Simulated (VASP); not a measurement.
A run of VASP 6.6.1 is set up as follows.

The input INCAR:

```
ALGO = Normal
EDIFF = 1E-7
EDIFFG = -0.01
ENCUT = 600
IBRION = 2
ISIF = 2
ISMEAR = 1
LASPH = T
LCHARG = F
LMIXTAU = T
LREAL = F
LWAVE = F
METAGGA = R2SCAN
NELM = 80
NSW = 40
PREC = Accurate
SIGMA = 0.1
```

The input KPOINTS:

```
k-points
0
Gamma
  14 14 14
```

POSCAR

```
Bi                                      
1.0
   -2.0068194968      2.0068194968      2.0068194968
    2.0068194968     -2.0068194968      2.0068194968
    2.0068194968      2.0068194968     -2.0068194968
  Bi            
     1
Direct
     0.0000000000000000    0.0000000000000000    0.0000000000000000
```

Potentials or basis: VASP PAW PBE potentials, release 64 (Bi_d).

Run with:

```bash
$ cat potpaw_PBE.64/Bi_d/POTCAR > POTCAR
$ mpirun -np 1 vasp_std > vasp.out
```

Task: Estimate the band gap on the k mesh.

Result: None (metal or under the smearing width).

Final structure:
```yaml
crystal:
  lattice:
    - [-2.00682, 2.00682, 2.00682]
    - [2.00682, -2.00682, 2.00682]
    - [2.00682, 2.00682, -2.00682]
  atoms:
    - { symbol: Bi, position: [0.00000, 0.00000, 0.00000] }
```

Caveat: the relaxation stopped at its first step, so nothing moved; spin-orbit coupling is left out, which moves the levels of the heavy elements.
